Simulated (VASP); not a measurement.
A run of VASP 6.6.1:

Contents of POSCAR:

```
Pd
1.0
    0.0000000000      1.8897484846      4.6164138881
    1.8605025893      0.0000000000      4.6164138881
    1.8605025893      1.8897484846      0.0000000000
Pd
2
Direct
    0.1380250866      0.1380250866      0.8619749134
    0.8619749134      0.8619749134      0.1380250866
```

Contents of INCAR.step1:

```
PREC = Accurate ; ENCUT = 600
ISMEAR = 0 ; SIGMA = 0.1
LREAL = False ; LASPH = True
NELM = 100 ; GGA = PE
ALGO = Normal ; EDIFF = 1E-4
LWAVE = True ; LCHARG = False
```

File INCAR.step2:

```
PREC = Accurate ; ENCUT = 600
EDIFF = 1E-6 ; ISMEAR = 0
SIGMA = 0.1 ; LREAL = False
LASPH = True ; NELM = 100
ALGO = Normal ; ISIF = 3
LWAVE = False ; LCHARG = False
METAGGA = R2SCAN ; LMIXTAU = True
IBRION = 2 ; NSW = 90
EDIFFG = -0.04 ; ISTART = 1
```

File KPOINTS:

```
Automatic mesh
0
Gamma
  6 6 6
```

Potentials or basis: VASP PAW PBE potentials, release 64 (Pd).

Run with:

```sh
$ cat potpaw_PBE.64/Pd/POTCAR > POTCAR
$ cp INCAR.step1 INCAR
$ mpirun -np 1 vasp_std > vasp.out
$ cp INCAR.step2 INCAR
$ mpirun -np 1 vasp_std > vasp.out
```

Hardware: 1 thread of Intel(R) Xeon(R) Platinum 8488C (Sapphire Rapids), with other jobs on the host.

Problem. How long does it take, and how much memory?

Solution. Wall time 4.4 min on 1 thread of Intel(R) Xeon(R) Platinum 8488C (Sapphire Rapids), on a shared host, peak memory 0.21 GiB. Counts: scf iterations 40, k points 46, ion steps 5.
